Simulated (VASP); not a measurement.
# V (Fm-3m) in VASP: equation of state

How stiff is V in PBE, and what volume does it want? The cell is scaled to several volumes.

All numbers are computed with VASP 6.6.1; they aren't measurements. Logs are shortened: lines on timing, memory, paths and dates and some standing lists are left out, and cuts for length are marked.

**1. The crystal as given**

The structure is cubic, space group Fm-3m (No. 225). Conventional cell: a = 3.790 Å, b = 3.790 Å, c = 3.790 Å, α = 90.00°, β = 90.00°, γ = 90.00°. V (site symmetry m-3m) is surrounded by 12 V at 2.68 Å.

This isn't the form of V at room conditions, which is bcc.

**2. Equation of state, PBE, collinear spin, ferromagnetic start, 12.79 Å³/atom (volume scaled by 0.94)**

Input file INCAR:

```
  PREC = Accurate
  ENCUT = 520
  EDIFF = 1E-7
  ISMEAR = -1
  SIGMA = 0.05
  LREAL = F
  LASPH = T
  NELM = 150
  ALGO = Normal
  ISIF = 2
  LWAVE = F
  LCHARG = F
  ISPIN = 2
  MAGMOM = 2
  LORBIT = 11
  LMAXMIX = 4
  GGA = PE
  NBANDS = 16
```

Input file KPOINTS:

```
Automatic mesh
0
Gamma
  12 12 12
```

Input file POSCAR:

```
V
1.0
    0.0000000000      1.8563156760      1.8563156760
    1.8563156760      0.0000000000      1.8563156760
    1.8563156760      1.8563156760      0.0000000000
V
1
Direct
    0.0000000000      0.0000000000      0.0000000000
```

Potentials or basis: VASP PAW PBE potentials, release 64 (V_sv).

Started as:

```bash
cat potpaw_PBE.64/V_sv/POTCAR > POTCAR
mpirun -np 1 vasp_std > vasp.out
```

OUTCAR:

```text
PREC = Accurate
   ENCUT = 520
   EDIFF = 1E-7
   ISMEAR = -1
   LREAL = F
   LASPH = T
   NELM = 150
   ISIF = 2
   ISPIN = 2
   LORBIT = 11
   GGA = PE

 ion  position               nearest neighbor table
   1  0.000  0.000  0.000-

  LATTYP: Found a face centered cubic cell.
 ALAT       =     3.7126313520

  Lattice vectors:

 A1 = (   0.0000000000,   1.8563156760,   1.8563156760)
 A2 = (   1.8563156760,   0.0000000000,   1.8563156760)
 A3 = (   1.8563156760,   1.8563156760,   0.0000000000)

Analysis of symmetry for initial positions (statically):
=====================================================================
 Subroutine PRICEL returns:
 Original cell was already a primitive cell.

 Routine SETGRP: Setting up the symmetry group for a
 face centered cubic supercell.

 Subroutine GETGRP returns: Found 48 space group operations
 (whereof 48 operations were pure point group operations)
 out of a pool of 48 trial point group operations.

The static configuration has the point symmetry O_h .

Analysis of symmetry for dynamics (positions and initial velocities):
=====================================================================
 Subroutine PRICEL returns:
 Original cell was already a primitive cell.

 Routine SETGRP: Setting up the symmetry group for a
 face centered cubic supercell.

 Subroutine GETGRP returns: Found 48 space group operations
 (whereof 48 operations were pure point group operations)
 out of a pool of 48 trial point group operations.

The dynamic configuration has the point symmetry O_h .

Analysis of structural, dynamic, and magnetic symmetry:
=====================================================================
 Subroutine PRICEL returns:
 Original cell was already a primitive cell.

 Routine SETGRP: Setting up the symmetry group for a
 face centered cubic supercell.

 Subroutine GETGRP returns: Found 48 space group operations
 (whereof 48 operations were pure point group operations)
 out of a pool of 48 trial point group operations.

The overall configuration has the point symmetry O_h .

 Subroutine INISYM returns: Found 48 space group operations
 (whereof 48 operations are pure point group operations),
 and found     1 'primitive' translations

----------------------------------------------------------------------------------------

                                     Primitive cell

  volume of cell :      12.7934

  direct lattice vectors                    reciprocal lattice vectors
     0.000000000  1.856315676  1.856315676    -0.269350739  0.269350739  0.269350739
     1.856315676  0.000000000  1.856315676     0.269350739 -0.269350739  0.269350739
     1.856315676  1.856315676  0.000000000     0.269350739  0.269350739 -0.269350739

  length of vectors
     2.625226805  2.625226805  2.625226805     0.466529166  0.466529166  0.466529166

  position of ions in fractional coordinates (direct lattice)
     0.000000000  0.000000000  0.000000000

  ion indices of the primitive-cell ions
   primitive index   ion index
                 1           1

----------------------------------------------------------------------------------------

 KPOINTS: Automatic mesh

Automatic generation of k-mesh.
 Grid dimensions read from file:
 generate k-points for:   12   12   12

 Generating k-lattice:

  Cartesian coordinates                     Fractional coordinates (reciprocal lattice)
    -0.022445895  0.022445895  0.022445895     0.083333333  0.000000000  0.000000000
     0.022445895 -0.022445895  0.022445895     0.000000000  0.083333333  0.000000000
     0.022445895  0.022445895 -0.022445895     0.000000000  0.000000000  0.083333333

  Length of vectors
     0.038877430  0.038877430  0.038877430

  Shift w.r.t. Gamma in fractional coordinates (k-lattice)
     0.000000000  0.000000000  0.000000000

 Subroutine IBZKPT returns following result:
 ===========================================

 Found     72 irreducible k-points:

 Following reciprocal coordinates:
            Coordinates               Weight
  0.000000  0.000000  0.000000      1.000000
  0.083333  0.000000  0.000000      8.000000
  0.166667  0.000000  0.000000      8.000000
  0.250000  0.000000  0.000000      8.000000
  0.333333  0.000000  0.000000      8.000000
  0.416667  0.000000  0.000000      8.000000
[... 42 lines left out ...]
  0.333333  0.250000  0.083333     24.000000
  0.416667  0.250000  0.083333     48.000000
 [... further k-points ...]
   k-points           NKPTS =     72   k-points in BZ     NKDIM =     72   number of bands    NBANDS=     16
   number of dos      NEDOS =    301   number of ions     NIONS =      1
   total plane-waves  NPLWV =   8000
   dimension x,y,z NGX =    20 NGY =   20 NGZ =   20
   dimension x,y,z NGXF=    40 NGYF=   40 NGZF=   40
   ions per type =               1
   NGX,Y,Z   is equivalent  to a cutoff of  12.67, 12.67, 12.67 a.u.
   NGXF,Y,Z  is equivalent  to a cutoff of  25.33, 25.33, 25.33 a.u.
 SYSTEM =  unknown system
   PREC   = accura    normal or accurate (medium, high low for compatibility)
   ISTART =      0    job   : 0-new  1-cont  2-samecut
   ICHARG =      2    charge: 1-file 2-atom 10-const
   ISPIN  =      2    spin polarized calculation?
   LNONCOLLINEAR =      F non collinear calculations
   LSORBIT =      F    spin-orbit coupling
   LASPH  =      T    aspherical Exc in radial PAW
   ENCUT  =  520.0 eV  38.22 Ry    6.18 a.u.   4.88  4.88  4.88*2*pi/ulx,y,z
   NELM   =    150;   NELMIN=  2; NELMDL= -5     # of ELM steps
   EDIFF  = 0.1E-06   stopping-criterion for ELM
   LREAL  =      F    real-space projection
   EDIFFG = 0.1E-05   stopping-criterion for IOM
   NSW    =      0    number of steps for IOM
   IBRION =     -1    ionic relax: 0-MD 1-quasi-New 2-CG
   NFREE  =      0    steps in history (QN), initial steepest desc. (CG)
   ISIF   =      2    stress and relaxation
   ISYM   =      2    0-nonsym 1-usesym 2-fastsym
   POTIM  = 0.5000    time-step for ionic-motion
   TEBEG  =    0.0;   TEEND  =   0.0 temperature during run
   PSTRESS=    0.0 pullay stress
   NELECT =      13.0000    total number of electrons
   NUPDOWN=      -1.0000    fix difference up-down
   EMIN   =  10.00;   EMAX   =-10.00  energy-range for DOS
   EFERMI =   0.00;   METHOD = LEGACY
   ISMEAR =    -1;   SIGMA  =   0.05  broadening in eV -4-tet -1-fermi 0-gaus
   EFERMI_NEDOS =   21; number of points for ismear=-14 and -15
   IALGO  =     38    algorithm
   IMIX   =      4    mixing-type and parameters
     AMIX     =   0.40;   BMIX     =  1.00
     AMIX_MAG =   1.60;   BMIX_MAG =  1.00
  volume/ion in A,a.u.               =      12.79        86.33
  Fermi-wavevector in a.u.,A,eV,Ry     =   1.645865  3.110233 36.856420  2.708870
  Thomas-Fermi vector in A             =   2.735590
   LORBIT       =     11    0 simple, 1 ext, 2 COOP (PROOUT), +10 PAW based schemes
   GGA     = PE    functional components
   LHFCALC =     F    Hartree Fock is set to
   AEXX    =    0.0000 exact exchange contribution
   IVDW    =     0    specifies the selected vdW correction
   LEPSILON=     F    determine dielectric tensor
   LRPA    =     F    only Hartree local field effects (RPA)
 spin polarized calculation
  energy-cutoff  :      520.00
  volume of cell :       12.79
 maximum number of plane-waves:       360
   NGX =  9   NGY =  9   NGZ =  9

 number of electron      12.9999997 magnetization       0.0000474

 number of electron      12.9999997 magnetization      -0.0000055

 Free energy of the ion-electron system (eV)
  ---------------------------------------------------
  ext. energy  EPLUGINS =         0.00000000
  ---------------------------------------------------
  free energy    TOTEN  =        -8.69935009 eV

  energy without entropy =       -8.68780484  energy(sigma->0) =       -8.69357746

 E-fermi :  10.7205     XC(G=0): -13.1890

 val. band max:       10.7192581597   @ k =   0.5000   0.0000   0.0000
 cond. band min:      10.7605360979   @ k =  -0.3333   0.0833   0.0000
 fundamental gap:      0.0412779382
 Fermi energy:        10.7205229250

 spin component 1

 k-point     1 :       0.0000    0.0000    0.0000
  band No.  band energies     occupation
      1     -53.2979      1.00000
      2     -26.5173      1.00000
      3     -26.5173      1.00000
      4     -26.5173      1.00000
      5       3.6764      1.00000
      6      10.8609      0.05694
[... 8 lines left out ...]
     15      39.0919      0.00000
     16      40.6496      0.00000
[... 723 lines left out ...]
 k-point    40 :       0.4167    0.4167    0.0000
  band No.  band energies     occupation
      1     -53.0186      1.00000
      2     -27.4376      1.00000
      3     -26.8595      1.00000
      4     -26.8595      1.00000
      5       6.9752      1.00000
      6       7.9376      1.00000
[... 8 lines left out ...]
     15      35.4809      0.00000
     16      46.9333      0.00000

 [... further k-points ...]

 spin component 2

 k-point     1 :       0.0000    0.0000    0.0000
  band No.  band energies     occupation
      1     -53.2979      1.00000
      2     -26.5173      1.00000
      3     -26.5173      1.00000
      4     -26.5173      1.00000
      5       3.6764      1.00000
      6      10.8609      0.05694
[... 8 lines left out ...]
     15      39.0919      0.00000
     16      40.6496      0.00000
[... 723 lines left out ...]
 k-point    40 :       0.4167    0.4167    0.0000
  band No.  band energies     occupation
      1     -53.0186      1.00000
      2     -27.4376      1.00000
      3     -26.8595      1.00000
      4     -26.8595      1.00000
      5       6.9752      1.00000
      6       7.9376      1.00000
[... 8 lines left out ...]
     15      35.4809      0.00000
     16      46.9333      0.00000

 [... further k-points ...]

------------------------ aborting loop because EDIFF is reached ----------------------------------------

 total charge

# of ion       s       p       d       tot
------------------------------------------
    1        2.367   6.253   3.117  11.737

 magnetization (x)

# of ion       s       p       d       tot
------------------------------------------
    1        0.000  -0.000  -0.000  -0.000

  FORCE on cell =-STRESS in cart. coord.  units (eV):
  Direction    XX          YY          ZZ          XY          YZ          ZX
  --------------------------------------------------------------------------------------
  -------------------------------------------------------------------------------------
  Total        1.3927648      1.3927648      1.3927648      0.0000000      0.0000000      0.0000000
  in kB      174.4226420    174.4226420    174.4226420      0.0000000      0.0000000      0.0000000
  external PRESSURE =     174.4226420 kB  Pullay stress =       0.0000000 kB

 VOLUME and BASIS-vectors are now :
 -----------------------------------------------------------------------------
  energy-cutoff  :      520.00
  volume of cell :       12.79
      direct lattice vectors                 reciprocal lattice vectors
     0.000000000  1.856315676  1.856315676    -0.269350739  0.269350739  0.269350739
     1.856315676  0.000000000  1.856315676     0.269350739 -0.269350739  0.269350739
     1.856315676  1.856315676  0.000000000     0.269350739  0.269350739 -0.269350739

 POSITION                                       TOTAL-FORCE (eV/Angst)
 -----------------------------------------------------------------------------------
      0.00000      0.00000      0.00000        -0.000000      0.000000     -0.000000
 -----------------------------------------------------------------------------------
    total drift:                               -0.000000     -0.000000     -0.000000

  FREE ENERGIE OF THE ION-ELECTRON SYSTEM (eV)
  ---------------------------------------------------
  free  energy   TOTEN  =        -8.6993500881 eV

  energy  without entropy=       -8.6878048365  energy(sigma->0) =       -8.69357746

 total charge

# of ion       s       p       d       tot
------------------------------------------
    1        2.367   6.253   3.117  11.737

 magnetization (x)

# of ion       s       p       d       tot
------------------------------------------
    1        0.000  -0.000  -0.000  -0.000
```

Run time: 21 s. Hardware: 1 thread of AMD EPYC 9R45 (Zen 5), shared host; peak memory 0.11 GiB.

Results:

* Free energy: -8.6994 eV
* Pressure: 17.4 GPa
* Band gap on the k mesh: none (metal or under the smearing width)
* Net moment: 0.00 μB per cell
* Valence electrons inside the program's atomic spheres: V 11.74

(Part 1 of 2 ends here.)
